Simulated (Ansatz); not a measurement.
Runs of Ansatz 0.2.0 on MgO. Symmetry: P-6m2, No. 187, hexagonal system. The conventional cell has a = 2.938 Å, b = 2.938 Å, c = 2.680 Å, α = 90.00°, β = 90.00°, γ = 120.00°. Mg (site symmetry -6m2) is surrounded by 6 O at 2.16 Å. O (site symmetry -6m2) is surrounded by 6 Mg at 2.16 Å. Measurements of this composition are mostly on another form, of space group No. 225.

```tsv
task	level	potentials or basis	cutoff (eV)	smearing	basis error allowed	gap on the mesh (eV)	pressure (GPa)
band structure	PBEsol+D3(BJ)	all-electron LAPW, scalar-relativistic	295	fermi-dirac 0.05 eV	0.001 eV/atom	(b)	-7.6
electron localisation function	RPBE+D3(BJ)	all-electron PAW datasets made for the crystal	300	gaussian 0.05 eV	-	3.12	-17.5
single point	RPBE	all-electron LAPW, scalar-relativistic	295	gaussian 0.02 eV	0.001 eV/atom	3.12	4.2
single point	PBE	all-electron LAPW, scalar-relativistic	295	gaussian 0.1 eV	0.001 eV/atom	(a)	0.0
```

Alike in all rows: no spin polarisation; cell as given; k mesh 10 × 10 × 10.

Fill in the values left out.

(a) 3.02; (b) 2.93.

Caveats: so large a pressure means that the cell lies far from this level's equilibrium, or that cutoff or potentials fall short (some runs).

A k mesh can miss the band edges.

The runs don't all hold the same shells in valence.
